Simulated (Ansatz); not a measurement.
Geometry optimisation, DFT PBEsol, scalar-relativistic, plane waves, PAW in Ansatz 0.2.0.

input.yaml

```yaml
crystal:
  lattice:
    - [0.0, 5.43, 5.43]
    - [5.43, 0.0, 5.43]
    - [5.43, 5.43, 0.0]
  atoms:
    - { symbol: Si, position: [0.0, 0.0, 0.0] }
    - { symbol: Si, position: [0.125, 0.125, 0.125] }
    - { symbol: Si, position: [0.0, 0.0, 0.5] }
    - { symbol: Si, position: [0.125, 0.125, 0.625] }
    - { symbol: Si, position: [0.0, 0.5, 0.0] }
    - { symbol: Si, position: [0.125, 0.625, 0.125] }
    - { symbol: Si, position: [0.0, 0.5, 0.5] }
    - { symbol: Si, position: [0.125, 0.625, 0.625] }
    - { symbol: Si, position: [0.5, 0.0, 0.0] }
    - { symbol: Si, position: [0.625, 0.125, 0.125] }
    - { symbol: Si, position: [0.5, 0.0, 0.5] }
    - { symbol: Si, position: [0.625, 0.125, 0.625] }
    - { symbol: Si, position: [0.5, 0.5, 0.0] }
    - { symbol: Si, position: [0.625, 0.625, 0.125] }
    - { symbol: Si, position: [0.5, 0.5, 0.5] }
    - { symbol: Si, position: [0.625, 0.625, 0.625] }
    - { symbol: H, position: [0.75322561, 0.75512818, 0.74262027], spin: 1.0 }
magnetization:
  spin_polarized: true
basis:
  ecutwfc: 420.0
kpoints:
  mp_grid: { grid: [2, 2, 2] }
hamiltonian:
  xc: pbesol
scf:
  occupations: { method: gaussian, width: 0.05 }
  lower_state_search: "off"
relax:
  f_tol: 0.03
  max_steps: 60
  adjacent_minimum: "off"
```

Command:

```bash
$ ansatz run input.yaml --threads 2 --pin off --max-ram 5120MiB --backend cpu --events-out ev --progress --plain --runs-dir out
```

**Question.** Where does it end, and by what steps?

**Answer.** The run converged. The force dipped under the threshold on the way, but the program's further checks kept it going. Limits of this set-up: coarse k mesh. After 10 steps the energy has fallen by 0.121 eV; H17 moved furthest, 0.35 Å.

```
step  energy less start (eV)  largest force component (eV/Å)  accepted
   0                  0.0000                           0.310       yes
   1                 -0.0372                           0.077       yes
   2                 -0.0396                           0.010       yes
   3                 -0.0397                           0.010       yes
   4                 -0.0450                           0.261       yes
   5                 -0.0963                           0.192       yes
   6                 -0.0567                           0.311        no
   7                 -0.1130                           0.125       yes
   8                 -0.1186                           0.069       yes
   9                 -0.1132                           0.140        no
  10                 -0.1214                           0.020       yes
```

```xyz
17
Lattice="0.0000 5.4300 5.4300 5.4300 0.0000 5.4300 5.4300 5.4300 0.0000" Properties=species:S:1:pos:R:3
Si 0.007 -0.010 0.036
Si 1.369 1.334 1.411
Si 2.698 2.728 0.099
Si 4.093 4.059 1.410
Si 2.768 -0.029 2.721
Si 4.081 1.347 4.092
Si 5.456 2.661 2.720
Si 6.838 4.020 4.031
Si 0.031 2.778 2.677
Si 1.370 4.059 4.098
Si 2.650 5.397 2.676
Si 3.881 6.978 3.892
Si 2.725 2.702 5.465
Si 4.119 4.128 6.706
Si 5.375 5.482 5.231
Si 6.730 6.739 6.706
H 8.241 8.047 8.519
```

Whether the end is a true minimum wasn't checked by a vibrational analysis.

Time of the run: 120 s on 2 threads of Arm Neoverse V1, with other jobs on the host, peak memory 0.72 GiB.
